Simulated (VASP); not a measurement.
Here is a VASP 6.6.1 calculation.

File INCAR:

```
SYSTEM = SnTe
ALGO     = Normal         ! electronic algorithm
EDIFF    = 1E-7           ! SCF threshold, eV
ENCUT    = 520            ! plane-wave cutoff, eV
ISIF     = 2              ! what is computed and relaxed
ISMEAR   = -1             ! smearing method
LASPH    = .TRUE.         ! aspherical terms in the spheres
LCHARG   = .FALSE.        ! write CHGCAR
LREAL    = .FALSE.        ! projectors in reciprocal space
LWAVE    = .FALSE.        ! write WAVECAR
NBANDS   = 17             ! bands
NELM     = 100            ! most SCF steps
PREC     = Accurate       ! precision mode
SIGMA    = 0.02           ! smearing width, eV
```

Contents of KPOINTS:

```
k-points
0
G
  6 6 6
  0 0 0
```

The input POSCAR:

```
SnTe
1.0
    0.0000000000      3.1172195520      3.1172195520
    3.1172195520      0.0000000000      3.1172195520
    3.1172195520      3.1172195520      0.0000000000
Sn Te
1 1
Direct
    0.0000000000      0.0000000000      0.0000000000
    0.5000000000      0.5000000000      0.5000000000
```

Potentials or basis: VASP PAW LDA potentials, release 64 (Sn_d, Te).

Run with:

```bash
$ cat potpaw_LDA.64/Sn_d/POTCAR potpaw_LDA.64/Te/POTCAR > POTCAR
$ mpirun -np 1 vasp_std > vasp.out
```

Problem. Estimate the pressure.

Solution. 0.1 GPa.

Problem. What does it give for the band gap on the k mesh?

Solution. 0.21 eV.

Caveat: semilocal functionals underestimate gaps, and a narrow one can read as zero; spin-orbit coupling is left out, which moves the levels of the heavy elements.

**The experiment to reproduce.**

From a printed reference work, textbook, for a bulk crystal of SnTe at 300 K: band gap 0.18 eV (direct).

Measured gap of SnTe: 0.18 eV (direct; 300 K; a printed reference work, textbook). This calculation gives 0.21 eV (+0.03 eV). Spin-orbit coupling on Sn, Te is left out. The value is that of LDA on a finite k mesh, which can miss the band edges, without temperature or zero-point motion.
